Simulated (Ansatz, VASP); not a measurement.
## TaSiH4: VASP beside Ansatz

```
Ta Si H
1.0
     0.00000    3.01345    3.01345
     3.01345    0.00000    3.01345
     3.01345    3.01345    0.00000
Ta Si H
1 1 4
Direct
  0.00000 0.00000 0.00000
  0.75000 0.75000 0.75000
  0.58978 0.23067 0.58978
  0.58978 0.58978 0.58978
  0.23067 0.58978 0.58978
  0.58978 0.58978 0.23067
```

Alike in both runs: functional PBE; k mesh 12 × 12 × 12; occupations gaussian, width 0.1 eV; no spin polarisation.

Ansatz relaxed the structure, and its values are those at the end. VASP's run is a single point on that final structure, the one shown.

```csv
,VASP,Ansatz
version,VASP 6.6.1,Ansatz 0.2.0
potentials or method,"VASP PAW PBE potentials, release 64 (Ta_pv, Si, H)","scalar-relativistic, plane waves, PAW"
plane-wave cutoff (eV),520,420
valence electrons in the cell,19,21
```

Ansatz gave:

```
gap on the k mesh at the Fermi level (eV) : none
pressure (GPa)                            : 0.0
```

Problem. Estimate VASP's values.

Solution. gap on the k mesh at the Fermi level (eV): none; pressure (GPa): -0.1.

A gap of «none» marks a metal or a gap that the smearing closes. The functional is the same, so the differences come from potentials, cutoffs and numerics. The two sets of potentials don't hold the same shells in valence.

The runs have no spin-orbit coupling, so splittings on Ta are missing.
